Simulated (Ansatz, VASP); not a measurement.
**Two plane-wave programs on GaP**

```
Ga P
1.0
     0.00000    2.68088    2.68088
     2.68088    0.00000    2.68088
     2.68088    2.68088    0.00000
Ga P
1 1
Cartesian
  0.0000 0.0000 0.0000
  4.0213 4.0213 4.0213
```

Alike in both runs: task single point; functional PBE; k mesh 10 × 10 × 10; occupations gaussian, width 0.02 eV; no spin polarisation.

|  | VASP | Ansatz |
| --- | --- | --- |
| version | VASP 6.6.1 | Ansatz 0.2.0 |
| potentials or method | VASP PAW PBE potentials, release 64 (Ga_d, P) | scalar-relativistic, plane waves, PAW |
| plane-wave cutoff (eV) | 520 | 420 |
| valence electrons in the cell | 18 | 18 |

|  | VASP | Ansatz | Ansatz less VASP |
| --- | --- | --- | --- |
| gap on the k mesh at the Fermi level (eV) | 1.52 | 1.52 | 0.000 |
| least direct gap on the mesh (eV) | 2.24 | 2.24 | 0.000 |
| pressure (GPa) | 7.3 | 7.3 | +0.06 |

A k mesh can miss the band edges.
